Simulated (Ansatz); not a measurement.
# Bi: the cost of one run

Method: DFT PBE, scalar-relativistic, in Ansatz 0.2.0.

## Step 1: Starting point

Symmetry: P6_3/mmc, No. 194, hexagonal system. The conventional cell has a = 4.539 Å, b = 4.539 Å, c = 11.829 Å, α = 90.00°, β = 90.00°, γ = 120.00°.

As a file:

```xyz
2
Lattice="4.5390 0.0000 0.0000 -2.2695 3.9309 0.0000 0.0000 0.0000 11.8290" Properties=species:S:1:pos:R:3 pbc="T T T"
Bi    0.0000    2.6206    2.9573
Bi    2.2695    1.3103    8.8717
```

Atoms are numbered in the order of the input: Bi1, Bi2.

## Step 2: After the deformation

Space group P6_3/mmc before, P-1 after.

## Step 3: LAPW, all electrons

input.yaml reads:

```yaml
crystal:
  lattice:
    - [4.5390002997, -0.0680850045, -0.0680850045]
    - [-2.3284634934, 3.9649320696, -0.0249208413]
    - [-0.177435, -0.177435, 11.829]
  atoms:
    - { symbol: Bi, position: [0.3333333333, 0.6666666667, 0.25] }
    - { symbol: Bi, position: [0.6666666667, 0.3333333333, 0.75] }
kpoints:
  mp_grid: { grid: [9, 9, 3] }
  band_path:
    path:
      - [0.0, 0.0, 0.0]
      - [0.0, 0.0, 0.5]
      - [-0.5, 0.5, 0.0]
      - [0.0, 0.0, 0.0]
      - [0.0, -0.5, 0.0]
      - [-0.5, 0.0, 0.5]
      - [0.0, 0.0, 0.0]
      - [-0.5, 0.0, 0.0]
      - [0.0, -0.5, 0.5]
    npoints: 5
scf:
  occupations: { method: fermi_dirac, width: 0.03 }
hamiltonian:
  xc: pbe
  pseudopotentials: { kind: all_electron, lapw: { basis_error: 0.0005 } }
output:
  forces: true
  stress: true
  eigenvalues: true
```

Launch:

```console
> ansatz run input.yaml --threads 1 --pin off --max-ram 3072MiB --backend cpu --events-out ev --progress --plain --runs-dir out
```

**Question.** How long does this run take on 1 thread of Intel Xeon 6975P-C (Granite Rapids), shared host, and how much memory does it need?

About 16 s, with a peak of 0.46 GiB.
